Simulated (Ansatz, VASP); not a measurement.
# CuI (Marshite): VASP beside Ansatz, part 2 of 2

Aim: how closely do two programs agree when they are given the same cell, functional and k mesh? The cell is taken from a series of VASP runs on this material, whose earlier steps may have relaxed, scaled or displaced it; both programs get it as it stands.

VASP 6.6.1 and Ansatz 0.2.0.

So far: Starting point; Ansatz: relaxation of cell and atoms, PBEsol, DFT+U; VASP: relaxation of cell and atoms, PBEsol, DFT+U.

## 3. VASP: relaxation of cell and atoms, PBEsol, DFT+U (continued)

Level of this step: PBEsol, DFT+U (Cu d 7 eV); plane waves and PAW (I, Cu) (VASP).

Numbers of over 12 decimals in the logs are rounded to 6 here.

Parts of OUTCAR (step 3):

```text
ion  position               nearest neighbor table
   1  0.000  0.000  0.000-   2 2.58   2 2.58   2 2.58   2 2.58
   2  0.750  0.750  0.750-   1 2.58   1 2.58   1 2.58   1 2.58

  LATTYP: Found a face centered cubic cell.
 ALAT       =     5.9634305414

 Subroutine GETGRP returns: Found 24 space group operations
 (whereof 24 operations were pure point group operations)

The static configuration has the point symmetry T_d .

 Found     16 irreducible k-points:

   k-points           NKPTS =     16   k-points in BZ     NKDIM =     16   number of bands    NBANDS=     15

   dimension x,y,z NGX =    30 NGY =   30 NGZ =   30
   dimension x,y,z NGXF=    60 NGYF=   60 NGZF=   60

   ENCUT  =  450.0 eV  33.07 Ry    5.75 a.u.   7.29  7.29  7.29*2*pi/ulx,y,z

   NELECT =      18.0000    total number of electrons

 k-points in reciprocal lattice and weights: Automatic mesh
   0.00000000  0.00000000  0.00000000       0.005
   0.16666667  0.00000000  0.00000000       0.037
   0.33333333  0.00000000  0.00000000       0.037
   0.50000000  0.00000000  0.00000000       0.019
   0.16666667  0.16666667  0.00000000       0.028
   0.33333333  0.16666667  0.00000000       0.111
   0.50000000  0.16666667  0.00000000       0.111
  -0.33333333  0.16666667  0.00000000       0.111
  -0.16666667  0.16666667  0.00000000       0.056
[...]
-0.33333333  0.33333333  0.16666667       0.111
  -0.33333333  0.50000000  0.16666667       0.056

atom =   2  type =  2  l = 2

 onsite density matrix

spin component  1

  0.9588 -0.0000  0.0000  0.0000  0.0000
 -0.0000  0.9588  0.0000  0.0000  0.0000
  0.0000  0.0000  0.9514  0.0000  0.0000
  0.0000  0.0000  0.0000  0.9588 -0.0000
  0.0000  0.0000  0.0000 -0.0000  0.9514

spin component  2

 occupancies and eigenvectors

  o =  0.9514  v =  0.0000 -0.0000  0.1620  0.0000 -0.9868  0.0000  0.0000  0.0000  0.0000  0.0000      0.0000  0.0000  0.0000  0.0000  0.0000  0.0000  0.0000  0.0000  0.0000  0.0000
  o =  0.9514  v =  0.0000  0.0000  0.0000  0.0000  0.0000  0.0000 -0.0000  0.1620  0.0000 -0.9868      0.0000  0.0000  0.0000  0.0000  0.0000  0.0000  0.0000  0.0000  0.0000  0.0000
  o =  0.9514  v =  0.0000  0.0000  0.0000  0.0000  0.0000  0.0000  0.0000  0.9868 -0.0000  0.1620      0.0000  0.0000  0.0000  0.0000  0.0000  0.0000  0.0000  0.0000  0.0000  0.0000
  o =  0.9514  v =  0.0000  0.0000  0.9868 -0.0000  0.1620  0.0000  0.0000  0.0000  0.0000  0.0000      0.0000  0.0000  0.0000  0.0000  0.0000  0.0000  0.0000  0.0000  0.0000  0.0000
  o =  0.9588  v =  0.0000  0.9795 -0.0000  0.2016 -0.0000  0.0000  0.0000  0.0000  0.0000  0.0000      0.0000  0.0000  0.0000  0.0000  0.0000  0.0000  0.0000  0.0000  0.0000  0.0000
  o =  0.9588  v =  0.0000  0.0000  0.0000  0.0000  0.0000  0.0000  0.9795 -0.0000  0.2016 -0.0000      0.0000  0.0000  0.0000  0.0000  0.0000  0.0000  0.0000  0.0000  0.0000  0.0000
  o =  0.9588  v =  0.0000 -0.2016  0.0000  0.9795  0.0000  0.0000  0.0000  0.0000  0.0000  0.0000      0.0000  0.0000  0.0000  0.0000  0.0000  0.0000  0.0000  0.0000  0.0000  0.0000
  o =  0.9588  v =  0.0000  0.0000  0.0000  0.0000  0.0000  0.0000 -0.2016  0.0000  0.9795  0.0000      0.0000  0.0000  0.0000  0.0000  0.0000  0.0000  0.0000  0.0000  0.0000  0.0000
  o =  0.9588  v =  1.0000  0.0000  0.0000  0.0000  0.0000  0.0000  0.0000  0.0000  0.0000  0.0000      0.0000  0.0000  0.0000  0.0000  0.0000  0.0000  0.0000  0.0000  0.0000  0.0000
  o =  0.9588  v =  0.0000  0.0000  0.0000  0.0000  0.0000  1.0000  0.0000  0.0000  0.0000  0.0000      0.0000  0.0000  0.0000  0.0000  0.0000  0.0000  0.0000  0.0000  0.0000  0.0000

 average (electrostatic) potential at core
       1 -91.7883       2 -64.0626

 E-fermi :   4.1276

 k-point     1 :       0.0000    0.0000    0.0000
  band No.  band energies     occupation
    ...
      5       0.9196      2.00000
      6       0.9196      2.00000
      7       4.0047      2.00000
      8       4.0047      2.00000
      9       4.0047      2.00000
     10       6.1445      0.00000
     11       9.7537      0.00000
     12       9.7537      0.00000
     13       9.7537      0.00000
     14      13.0564      0.00000
    ...

 k-point     2 :       0.1667    0.0000    0.0000
  band No.  band energies     occupation
    ...
      5       0.9117      2.00000
      6       0.9117      2.00000
      7       2.7684      2.00000
      8       3.7793      2.00000
      9       3.7793      2.00000
     10       7.0855      0.00000
     11       9.7207      0.00000
     12      10.1059      0.00000
     13      10.1059      0.00000
     14      13.3611      0.00000
    ...

 k-point     3 :       0.3333    0.0000    0.0000
  band No.  band energies     occupation
    ...
      5       0.9161      2.00000
      6       0.9161      2.00000
      7       1.4365      2.00000
      8       3.3755      2.00000
      9       3.3755      2.00000
     10       7.1871      0.00000
     11      10.2731      0.00000
     12      10.2731      0.00000
     13      11.3265      0.00000
     14      13.3746      0.00000
    ...

 k-point     4 :       0.5000    0.0000    0.0000
  band No.  band energies     occupation
    ...
      5       0.9321      2.00000
      6       0.9321      2.00000
      7       0.9866      2.00000
      8       3.1860      2.00000
      9       3.1860      2.00000
     10       7.0566      0.00000
     11      10.1453      0.00000
     12      10.1453      0.00000
     13      12.1010      0.00000
     14      14.1039      0.00000
    ...

 k-point     5 :       0.1667    0.1667    0.0000
  band No.  band energies     occupation
    ...
      5       0.8773      2.00000
      6       0.9368      2.00000
      7       2.9153      2.00000
      8       3.4044      2.00000
      9       3.4044      2.00000
     10       7.6588      0.00000
     11       8.6941      0.00000
     12      10.7294      0.00000
     13      10.7294      0.00000
     14      11.9223      0.00000
    ...

 k-point     6 :       0.3333    0.1667    0.0000
  band No.  band energies     occupation
    ...
      5       0.8655      2.00000
      6       0.9475      2.00000
      7       1.7994      2.00000
      8       2.9585      2.00000
      9       2.9797      2.00000
     10       8.0250      0.00000
     11       9.0730      0.00000
     12      10.5252      0.00000
     13      11.2680      0.00000
     14      13.0668      0.00000
    ...

  Total       -0.0018382     -0.0018382     -0.0018382      0.0000000      0.0000000      0.0000000
  in kB       -0.0555500     -0.0555500     -0.0555500      0.0000000      0.0000000      0.0000000
  external PRESSURE =      -0.0555500 kB  Pullay stress =       0.0000000 kB

  energy-cutoff  :      450.00
  volume of cell :       53.02
      direct lattice vectors                 reciprocal lattice vectors
     0.000000000  2.981715271  2.981715271    -0.167688714  0.167688714  0.167688714
     2.981715271  0.000000000  2.981715271     0.167688714 -0.167688714  0.167688714
     2.981715271  2.981715271  0.000000000     0.167688714  0.167688714 -0.167688714

 POSITION                                       TOTAL-FORCE (eV/Angst)
 -----------------------------------------------------------------------------------
      0.00000      0.00000      0.00000        -0.000000      0.000000     -0.000000
      4.47257      4.47257      4.47257         0.000000     -0.000000      0.000000
 -----------------------------------------------------------------------------------
    total drift:                               -0.000002     -0.000002     -0.000002

  FREE ENERGIE OF THE ION-ELECTRON SYSTEM (eV)
  ---------------------------------------------------
  free  energy   TOTEN  =        -4.5072958074 eV

  energy  without entropy=       -4.5072958074  energy(sigma->0) =       -4.50729581

 reached required accuracy - stopping structural energy minimisation

 total charge
# of ion       s       p       d       tot
------------------------------------------
    1        1.490   2.783   0.045   4.318
    2        0.322   0.273   9.534  10.129
--------------------------------------------------
tot          1.812   3.057   9.579  14.447
```

The PAW data sets were made with PBE, which is usual practice but a small mismatch for other functionals. The run keeps the 24 symmetry operations of its start, so it cannot find a distortion of lower symmetry.

## 4. Differences

Known differences besides the potentials themselves: U acts on the PAW sphere in VASP and on atomic orbitals in Ansatz, so only states and trends compare; both relaxations stop at a tolerance, which leaves soft axes loose, and VASP keeps its plane-wave basis; the data sets hold 36 valence electrons in Ansatz (default PAW (the set named soft_2) files) and 18 in VASP; the cutoff is 420 eV in Ansatz and 450 eV in VASP; Ansatz makes its cores anew for this functional, VASP keeps those of its PBE data sets; Ansatz adds a Pulay correction to the stress that steers its cell, VASP none. Total energies have different zeros and are not compared.

Both answers:

| quantity | Ansatz | VASP | difference |
| --- | --- | --- | --- |
| volume (Å³) | 53.86 | 53.02 | +1.59 % |
| edge a after relaxation, in the typed setting (Å) | 4.239 | 4.217 | +0.53 % |

The walks stopped with 0.00 GPa left in Ansatz and -0.01 GPa in VASP; each walk ends within a tolerance, so the volume difference is uncertain by about these residues over the bulk modulus, most in soft cells.

## 5. Results

```json
{
 "difference in volume (relaxation of cell and atoms, PBEsol, DFT+U)": "1.6 %"
}
```

**Reading.** The difference in volume is 1.6 % (relaxation of cell and atoms, PBEsol, DFT+U). How closely two codes agree says nothing of how well the functional describes the real material.

[Lines on the potential files, build, host, timing and source positions are cut from VASP's logs without a mark.]

[Logs are printed without paths, hosts, clocks, repeated set-up lines and the standing remarks that a program may print on its own settings, such as how far it seeks lower states.]

[Hosts, paths, dates, database ids (printed as entryN), source tags and the programs' standing remarks are cut or masked in the printed files.]
